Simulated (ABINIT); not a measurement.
# SnTe (Fm-3m) in ABINIT: settings compared

The runs below take SnTe through band structure, equation of state, with LDA-Teter, PBE, RPBE, PW91.

All numbers are computed with ABINIT 10.8.3 (patched build); they aren't measurements. Logs are shortened: lines on timing, memory, paths and dates and some standing lists are left out, and cuts for length are marked. The log counts tension as positive stress, the text compression.

**What was measured.**

From a printed reference work, textbook, for a bulk crystal of SnTe at 300 K: band gap 0.18 eV (direct).

The runs below are set against these values where they give the same quantity.

## (1) Starting point

The structure is cubic, space group Fm-3m (No. 225). Conventional cell: a = 6.302 Å, b = 6.302 Å, c = 6.302 Å, α = 90.00°, β = 90.00°, γ = 90.00°. Te (site symmetry m-3m) has 6 Sn at 3.15 Å as nearest neighbours. Sn (site symmetry m-3m) has 6 Te at 3.15 Å as nearest neighbours.

## (2) Band structure, LDA-Teter

The input, run.abi:

```
# Datasets: ground state, then fixed potential
ndtset 2

# Pseudopotentials
pp_dirpath "./"
pseudos "Te.LDA_PW-JTH.xml, Sn.LDA_PW-JTH.xml"

# Structure
acell 3*1.0
rprim
     0.0000000000     5.9542435598     5.9542435598
     5.9542435598     0.0000000000     5.9542435598
     5.9542435598     5.9542435598     0.0000000000
ntypat 2
znucl 52 50
natom 2
typat 1 2
xred
     0.5000000000     0.5000000000     0.5000000000
     0.0000000000     0.0000000000     0.0000000000

# Plane-wave basis
ecut 15.0
pawecutdg 30.0

# Exchange and correlation
ixc 1

# Bands and occupations
occopt 3
tsmear 0.05 eV

# SCF cycle
nstep 100

# Output
iomode 3
prtwf 0
prteig 0
prtebands 0
enunit 2
prtden1 1

# Dataset 1
kptopt1 1
ngkpt1 7 7 7
nshiftk1 1
shiftk1 0.0 0.0 0.0
nband1 14
tolvrs1 1.0e-9

# Dataset 2: bands along G-X-W-K-G-L-U-W-L-K
iscf2 -2
getden2 1
nband2 18
nbdbuf2 2
tolwfr2 1.0e-12
kptopt2 -9
ndivsm2 5
prteig2 1
prtvol2 -3
kptbounds2
     0.0000000000     0.0000000000     0.0000000000
     0.5000000000     0.0000000000     0.5000000000
     0.5000000000     0.2500000000     0.7500000000
     0.3750000000     0.3750000000     0.7500000000
     0.0000000000     0.0000000000     0.0000000000
     0.5000000000     0.5000000000     0.5000000000
     0.6250000000     0.2500000000     0.6250000000
     0.5000000000     0.2500000000     0.7500000000
     0.5000000000     0.5000000000     0.5000000000
     0.3750000000     0.3750000000     0.7500000000
```

Potentials or basis: JTH PAW LDA v2.0.

Run with:

```
abinit run.abi > log 2>&1
```

run.abo:

```text
.Version 10.8.3 of ABINIT
 DATASET    1 : space group Fm -3 m (#225); Bravais cF (face-center cubic)
================================================================================
 Values of the parameters that define the memory need for DATASET  1.
     intxc =       0    ionmov =       0      iscf =      17    lmnmax =      18
     lnmax =       6     mgfft =      30  mpssoang =       3    mqgrid =    3001
     natom =       2  nloc_mem =       2    nspden =       1   nspinor =       1
    nsppol =       1      nsym =      48    n1xccc =       1    ntypat =       2
    occopt =       3   xclevel =       1
       mpw =        1187          nfft =       27000          nkpt =          20
 PAW method is used; the additional fine FFT grid is defined by:
   mgfftf=        45    nfftf =     91125
================================================================================
================================================================================

 DATASET    2 : space group Fm -3 m (#225); Bravais cF (face-center cubic)
================================================================================
 Values of the parameters that define the memory need for DATASET  2.
     intxc =       0    ionmov =       0      iscf =      -2    lmnmax =      18
     lnmax =       6     mgfft =      30  mpssoang =       3    mqgrid =    3001
     natom =       2  nloc_mem =       2    nspden =       1   nspinor =       1
    nsppol =       1      nsym =      48    n1xccc =       1    ntypat =       2
    occopt =       3   xclevel =       1
       mpw =        1211          nfft =       27000          nkpt =          87
 PAW method is used; the additional fine FFT grid is defined by:
   mgfftf=        45    nfftf =     91125
================================================================================
================================================================================

--------------------------------------------------------------------------------
------------- Echo of variables that govern the present computation ------------
--------------------------------------------------------------------------------
 -outvars: echo values of preprocessed input variables --------
            acell      1.0000000000E+00  1.0000000000E+00  1.0000000000E+00 Bohr
              amu      1.27600000E+02  1.18710000E+02
             ecut      1.50000000E+01 Hartree
           enunit           2
           getden1          0
           getden2          1
             iscf1         17
             iscf2         -2
           jdtset        1    2
           kptopt1          1
           kptopt2         -9
         kptrlatt        7    0    0      0    7    0      0    0    7
          kptrlen1     5.89440040E+01
          kptrlen2     3.00000000E+01
            natom           2
            nband1         14
            nband2         18
[... 957 lines left out ...]
  -0.12146   -0.08123    0.02910    0.08990    0.08990    0.11941    0.16851    0.16851
   0.23188    0.24922
 kpt#   5, nband= 18, wtk=  1.00000, kpt=  0.1429  0.0000  0.1429 (reduced coord)
[... 316 lines left out ...]
  -0.83470   -0.83438   -0.83404   -0.83388   -0.83380   -0.45280   -0.32655   -0.19597
  -0.13742   -0.11296    0.03831    0.04527    0.12362    0.16111    0.24319    0.27101
   0.36558    0.41849
 kpt#  85, nband= 18, wtk=  1.00000, kpt=  0.4028  0.4028  0.6944 (reduced coord)
  -0.83475   -0.83435   -0.83406   -0.83385   -0.83379   -0.45090   -0.32133   -0.20945
  -0.14378   -0.12175    0.05169    0.05899    0.14350    0.14529    0.24844    0.27298
   0.36651    0.43133
 kpt#  86, nband= 18, wtk=  1.00000, kpt=  0.3889  0.3889  0.7222 (reduced coord)
  -0.83479   -0.83432   -0.83409   -0.83383   -0.83377   -0.44945   -0.31620   -0.21939
  -0.14923   -0.12940    0.06417    0.06991    0.13165    0.15808    0.25748    0.27831
   0.36705    0.43080
 kpt#  87, nband= 18, wtk=  1.00000, kpt=  0.3750  0.3750  0.7500 (reduced coord)
  -0.83483   -0.83429   -0.83412   -0.83381   -0.83376   -0.44876   -0.31163   -0.22497
  -0.15368   -0.13598    0.07535    0.07679    0.12130    0.16666    0.26792    0.28721
   0.37311    0.41168
 Eigenvalues (   eV  ) for nkpt=  87  k points:
 kpt#   1, nband= 18, wtk=  1.00000, kpt=  0.0000  0.0000  0.0000 (reduced coord)
 -22.70416  -22.70416  -22.69787  -22.69787  -22.69787  -13.81380   -5.82650   -3.07567
  -3.07567   -3.07567    2.41291    2.41291    2.41291    3.90569    3.90569    3.90569
   6.06227    6.16430
 kpt#   2, nband= 18, wtk=  1.00000, kpt=  0.0357  0.0000  0.0357 (reduced coord)
 -22.70430  -22.70414  -22.69794  -22.69768  -22.69768  -13.79941   -5.91069   -3.10319
  -3.10319   -2.95499    2.14844    2.41171    2.41171    3.80401    3.98854    3.98854
   6.17690    6.31078
 kpt#   3, nband= 18, wtk=  1.00000, kpt=  0.0714  0.0000  0.0714 (reduced coord)
 -22.70474  -22.70388  -22.69805  -22.69721  -22.69721  -13.75647   -6.12523   -3.18251
  -3.18251   -2.63611    1.52623    2.41732    2.41732    3.55644    4.22390    4.22390
   6.23220    6.54589
 kpt#   4, nband= 18, wtk=  1.00000, kpt=  0.1071  0.0000  0.1071 (reduced coord)
 -22.70548  -22.70357  -22.69828  -22.69654  -22.69654  -13.68564   -6.40228   -3.30505
  -3.30505   -2.21041    0.79172    2.44635    2.44635    3.24922    4.58544    4.58544
   6.30979    6.78158
 kpt#   5, nband= 18, wtk=  1.00000, kpt=  0.1429  0.0000  0.1429 (reduced coord)
[... 317 lines left out ...]
  -3.73941   -3.07389    1.04249    1.23188    3.36385    4.38391    6.61758    7.37447
   9.94786   11.38776
 kpt#  85, nband= 18, wtk=  1.00000, kpt=  0.4028  0.4028  0.6944 (reduced coord)
 -22.71465  -22.70380  -22.69598  -22.69033  -22.68848  -12.26960   -8.74385   -5.69952
  -3.91259   -3.31287    1.40665    1.60516    3.90485    3.95345    6.76035    7.42804
   9.97322   11.73708
 kpt#  86, nband= 18, wtk=  1.00000, kpt=  0.3889  0.3889  0.7222 (reduced coord)
 -22.71581  -22.70297  -22.69678  -22.68966  -22.68802  -12.23010   -8.60423   -5.96985
  -4.06088   -3.52126    1.74615    1.90234    3.58243    4.30164    7.00649    7.57325
   9.98799   11.72263
 kpt#  87, nband= 18, wtk=  1.00000, kpt=  0.3750  0.3750  0.7500 (reduced coord)
 -22.71675  -22.70229  -22.69758  -22.68900  -22.68764  -12.21126   -8.47979   -6.12163
  -4.18195   -3.70010    2.05045    2.08943    3.30074    4.53499    7.29055    7.81546
  10.15283   11.20248

== END DATASET(S) ==============================================================
================================================================================

 -outvars: echo values of variables after computation  --------
            acell      1.0000000000E+00  1.0000000000E+00  1.0000000000E+00 Bohr
           etotal1    -7.8317647329E+01
            fcart1    -0.0000000000E+00 -0.0000000000E+00 -0.0000000000E+00
                      -0.0000000000E+00 -0.0000000000E+00 -0.0000000000E+00
            rprim      0.0000000000E+00  5.9542435598E+00  5.9542435598E+00
                       5.9542435598E+00  0.0000000000E+00  5.9542435598E+00
                       5.9542435598E+00  5.9542435598E+00  0.0000000000E+00
           strten1     5.5736231215E-05  5.5736231215E-05  5.5736231215E-05
                       0.0000000000E+00  0.0000000000E+00  0.0000000000E+00
           xangst      3.1508499979E+00  3.1508499979E+00  3.1508499979E+00
                       0.0000000000E+00  0.0000000000E+00  0.0000000000E+00
             xred      5.0000000000E-01  5.0000000000E-01  5.0000000000E-01
                       0.0000000000E+00  0.0000000000E+00  0.0000000000E+00
 Calculation completed.
```

Wall time 49 s (1 thread of Arm Neoverse V1, shared host); peak memory 0.11 GiB.

What came out:

* Free energy: -2131.1318 eV
* Valence electrons inside the program's atomic spheres: Te 3.16; Sn 11.83

Levels at the corners of the path, in eV from the Fermi level:
```csv
point,band 7,band 8,band 9,band 10,band 11,band 12,band 13,band 14
Γ,-4.88,-2.13,-2.13,-2.13,3.36,3.36,3.36,4.85
X,-6.63,-5.57,-3.73,-3.73,2.19,4.89,4.89,6.26
W,-7.49,-4.82,-4.82,-0.84,0.79,4.62,4.62,6.09
K,-7.53,-5.18,-3.24,-2.75,3.00,3.04,4.25,5.48
Γ,-4.88,-2.13,-2.13,-2.13,3.36,3.36,3.36,4.85
L,-8.41,-1.78,-1.78,-0.09,0.05,0.31,0.31,7.84
U,-7.53,-5.18,-3.24,-2.75,3.00,3.04,4.25,5.48
W,-7.49,-4.82,-4.82,-0.84,0.79,4.62,4.62,6.09
L,-8.41,-1.78,-1.78,-0.09,0.05,0.31,0.31,7.84
K,-7.53,-5.18,-3.24,-2.75,3.00,3.04,4.25,5.48
```

Caveat: the cutoff is too short for stress, so the log's stress isn't used; this odd mesh misses L, where the gap lies, so gap, dielectric constants and Born charges aren't listed; spin-orbit coupling is left out, which moves the levels of the heavy elements.

## (3) Equation of state, PBE

The input, run.abi:

```
# Datasets: one volume each
ndtset 7
getwfk -1
scalecart1 3*0.9795861087
scalecart2 3*0.9864848297
scalecart3 3*0.9932883884
scalecart4 3*1.0000000000
scalecart5 3*1.0066227096
scalecart6 3*1.0131594038
scalecart7 3*1.0196128224

# Pseudopotentials
pp_dirpath "./"
pseudos "Te.GGA_PBE-JTH.xml, Sn.GGA_PBE-JTH.xml"

# Structure
acell 3*1.0 Angstrom
rprim
     0.0000000000     3.1508500000     3.1508500000
     3.1508500000     0.0000000000     3.1508500000
     3.1508500000     3.1508500000     0.0000000000
ntypat 2
znucl 52 50
natom 2
typat 1 2
xred
     0.5000000000     0.5000000000     0.5000000000
     0.0000000000     0.0000000000     0.0000000000

# Plane-wave basis
ecut 272.113862 eV
pawecutdg 20.0

# k points
kptopt 1
ngkpt 7 7 7
nshiftk 1
shiftk 0.0 0.0 0.0

# Exchange and correlation
ixc 11

# Bands and occupations
nband 14
occopt 3
tsmear 0.05 eV

# SCF cycle
nstep 100
tolvrs 1.0e-9

# Output
iomode 3
prtwf 1
prtden 0
prteig 0
prtebands 0
enunit 1
```

Potentials or basis: JTH PAW PBE v2.0.

Run with:

```
abinit run.abi > log 2>&1
```

It took 48 s on 1 thread of Arm Neoverse V1, shared host; peak memory 0.12 GiB.

Energy against volume, from the lowest point:
```csv
volume (Å³/atom),energy (meV/atom)
29.404,75.86
30.030,40.74
30.656,31.84
31.281,25.84
31.907,8.59
32.532,0.00
33.158,0.53
```

Caveat: the cutoff is too short for stress, so the log's stress isn't used; this odd mesh misses L, where the gap lies, so gap, dielectric constants and Born charges aren't listed. Spin-orbit coupling is left out, which matters for the levels of Te.

## (4) Band structure, LDA-Teter

The input, run.abi:

```
# Datasets: ground state, then fixed potential
ndtset 2

# Pseudopotentials
pp_dirpath "./"
pseudos "Te.LDA_PW-JTH.xml, Sn.LDA_PW-JTH_sp.xml"

# Structure
acell 4.455974803 4.455974803 4.455974803 Angstrom
rprim
     0.0000000000     0.7071067812     0.7071067812
     0.7071067812     0.0000000000     0.7071067812
     0.7071067812     0.7071067812     0.0000000000
ntypat 2
znucl 52 50
natom 2
typat 1 2
xred
     0.5000000000     0.5000000000     0.5000000000
     0.0000000000     0.0000000000     0.0000000000

# Plane-wave basis
ecut 15.0
pawecutdg 30.0

# Exchange and correlation
ixc 1

# Bands and occupations
occopt 3
tsmear 0.05 eV

# SCF cycle
nstep 100

# Output
iomode 3
prtwf 0
prteig 0
prtebands 0
prtden1 1
prtvha1 1
prtvclmb1 1
prtpot1 1

# Dataset 1
kptopt1 1
ngkpt1 7 7 7
nshiftk1 1
shiftk1 0.0 0.0 0.0
nband1 9
tolvrs1 1.0e-9

# Dataset 2: bands along G-X-W-K-G-L-U-W-L-K
iscf2 -2
getden2 1
nband2 13
nbdbuf2 2
tolwfr2 1.0e-12
kptopt2 -9
ndivsm2 6
prteig2 1
prtvol2 -3
kptbounds2
     0.0000000000     0.0000000000     0.0000000000
     0.5000000000     0.0000000000     0.5000000000
     0.5000000000     0.2500000000     0.7500000000
     0.3750000000     0.3750000000     0.7500000000
     0.0000000000     0.0000000000     0.0000000000
     0.5000000000     0.5000000000     0.5000000000
     0.6250000000     0.2500000000     0.6250000000
     0.5000000000     0.2500000000     0.7500000000
     0.5000000000     0.5000000000     0.5000000000
     0.3750000000     0.3750000000     0.7500000000
```

Potentials or basis: JTH PAW LDA v2.0 sp.

Run with:

```
abinit run.abi > log 2>&1
```

Wall time 29 s (1 thread of Arm Neoverse V1, shared host); peak memory 0.11 GiB.

It converged, with:

```
Free energy                                           : -329.9533 eV
Pressure                                              : -1.6 GPa
Band gap along the path                               : 0.11 eV, indirect (least direct gap 0.13 eV)
Valence electrons inside the program's atomic spheres : Te 3.16; Sn 2.30
```

Levels at the corners of the path, in eV from the Fermi level:
```
point  band 3  band 4  band 5  band 6  band 7  band 8
    Γ   -2.12   -2.12   -2.12    3.37    3.37    3.37
    X   -5.58   -3.73   -3.73    2.17    4.90    4.90
    W   -4.83   -4.83   -0.85    0.79    4.66    4.66
    K   -5.18   -3.24   -2.76    2.99    3.05    4.24
    Γ   -2.12   -2.12   -2.12    3.37    3.37    3.37
    L   -1.80   -1.80   -0.08    0.05    0.31    0.31
    U   -5.18   -3.24   -2.76    2.99    3.05    4.24
    W   -4.83   -4.83   -0.85    0.79    4.66    4.66
    L   -1.80   -1.80   -0.08    0.05    0.31    0.31
    K   -5.18   -3.24   -2.76    2.99    3.05    4.24
```

Caveat: this odd mesh misses L, where the gap lies, so gap, dielectric constants and Born charges aren't listed; spin-orbit coupling is left out, which moves the levels of the heavy elements; this set keeps more shells in the core, which shifts pressures and gaps.

[end of part 1 of 2]
